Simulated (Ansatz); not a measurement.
# Cd: the cost of one run

Computed with Ansatz 0.2.0 (DFT PBE, scalar-relativistic, plane waves, PAW, unless a step's input says otherwise).

1 further run of the same task is left out (set aside as unsound or not needed).

### 1 The starting structure

The structure is cubic, space group Fm-3m (No. 225). Conventional cell: a = 4.508 Å, b = 4.508 Å, c = 4.508 Å, α = 90.00°, β = 90.00°, γ = 90.00°. Cd (site symmetry m-3m) is surrounded by 12 Cd at 3.19 Å.

As a file:

```
Cd
1.0
     0.00000    2.25415    2.25415
     2.25415    0.00000    2.25415
     2.25415    2.25415    0.00000
Cd
1
Direct
  0.00000 0.00000 0.00000
```

It goes back to an entry of the Materials Project, which need not be the stable form.

It is the result of an earlier relaxation at this level (volume 22.91 Å³/atom; gap on the mesh: none (metal)).

### 2 What is varied

The energy is mapped over two homogeneous strains (x along [1 0 0], y along [0 1 0], z along [0 0 1] of the conventional cell).

- normal strain along x: 7 values from −4.00 to 4.00 %
- normal strain along y: 7 values from −4.00 to 4.00 %

Nothing else is relaxed (symmetry fixes all fractional coordinates). Energies count from the relaxed crystal. Points are written as (first, second).

### 3 The run at (−2.67 %, 4.00 %)

input.yaml reads:

```yaml
crystal:
  lattice:
    - [0.0, 2.3443196358, 2.254153496]
    - [2.1939675977, 0.0, 2.254153496]
    - [2.1939675977, 2.3443196358, 0.0]
  atoms:
    - { symbol: Cd, position: [0.0, 0.0, 0.0] }
basis:
  ecutwfc: 420
kpoints:
  mp_grid: { grid: [18, 18, 18] }
hamiltonian:
  xc: pbe
scf:
  occupations: { method: gaussian, width: 0.15 }
output:
  forces: true
  stress: true
  eigenvalues: true
```

Run with:

```bash
ansatz run input.yaml --threads 1 --pin off --max-ram 2048MiB --backend cpu --events-out ev --progress --plain --runs-dir out
```

Q: Estimate wall time and peak memory on 1 thread of Arm Neoverse V2, shared host.

About 10 s, with a peak of 0.5 GiB.
